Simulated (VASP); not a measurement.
Set up this calculation in VASP 6.6.1, as the native input.

```
Task                   : single point
Functional             : r2SCAN
Dispersion             : rVV10
Potentials or basis    : VASP PAW PBE potentials, release 64 (S, Mo_sv)
Cutoff                 : 520 eV
k mesh                 : 12 × 12 × 1
Occupations            : gaussian, width 0.01 eV
Spin                   : no spin polarisation
Dipole correction      : no
Further INCAR settings : ALGO = Normal; EDIFF = 1e-06; NBANDS = 35
```

Sheet: MoS2, a sheet with vacuum.

```
CELL_PARAMETERS angstrom
3.17247 0.00000 0.00000
-1.58624 2.74744 0.00000
0.00000 0.00000 24.27000
ATOMIC_POSITIONS crystal
S 0.33333 0.66667 0.30747
S 0.33333 0.66667 0.43568
S 0.66667 0.33333 0.56432
S 0.66667 0.33333 0.69253
Mo 0.66667 0.33333 0.37156
Mo 0.33333 0.66667 0.62844
```

The cell was built by a generator and needn't be a form met in nature.

These files were run (other wordings do the same):

POSCAR

```
MoS2
1.0
    3.1724715446      0.0000000000      0.0000000000
   -1.5862357723      2.7474409504      0.0000000000
    0.0000000000      0.0000000000     24.2700000000
S Mo
4 2
Direct
    0.3333333333      0.6666666667      0.3074742602
    0.3333333333      0.6666666667      0.4356802448
    0.6666666667      0.3333333333      0.5643197552
    0.6666666667      0.3333333333      0.6925257398
    0.6666666667      0.3333333333      0.3715604777
    0.3333333333      0.6666666667      0.6284395223
```

INCAR.step1

```
SYSTEM = MoS2
PREC = Accurate
ENCUT = 520
ISMEAR = 0
SIGMA = 0.01
LREAL = .FALSE.
LASPH = .TRUE.
NELM = 100
NBANDS = 35
GGA = PE
ALGO = Normal
EDIFF = 1E-4
LWAVE = .TRUE.
LCHARG = .FALSE.
```

INCAR.step2

```
SYSTEM = MoS2
PREC = Accurate
ENCUT = 520
EDIFF = 1E-6
ISMEAR = 0
SIGMA = 0.01
LREAL = .FALSE.
LASPH = .TRUE.
NELM = 100
ALGO = Normal
ISIF = 2
LWAVE = .FALSE.
LCHARG = .FALSE.
METAGGA = R2SCAN
LMIXTAU = .TRUE.
LUSE_VDW = .TRUE.
IVDW_NL = 2
BPARAM = 11.95
CPARAM = 0.0093
NBANDS = 35
ISTART = 1
```

KPOINTS

```
regular mesh
0
G
  12 12 1
  0 0 0
```

Potentials or basis: VASP PAW PBE potentials, release 64 (S, Mo_sv).

Command:

```console
$ cat potpaw_PBE.64/S/POTCAR potpaw_PBE.64/Mo_sv/POTCAR > POTCAR
$ cp INCAR.step1 INCAR
$ mpirun -np 1 vasp_std > vasp.out
$ cp INCAR.step2 INCAR
$ mpirun -np 1 vasp_std > vasp.out
```

Results of the run:

| Item | Value |
| --- | --- |
| Largest force | 0.017 eV/Å |
| Band gap on the k mesh | 1.33 eV, indirect (least direct gap 1.79 eV) |

Caveat: the PAW data sets were made with another functional, which shifts forces and pressure a little.

Run time: 17 min on 1 thread of AMD EPYC 7R13 Processor (Zen 3) (shared host), peak memory 0.76 GiB.
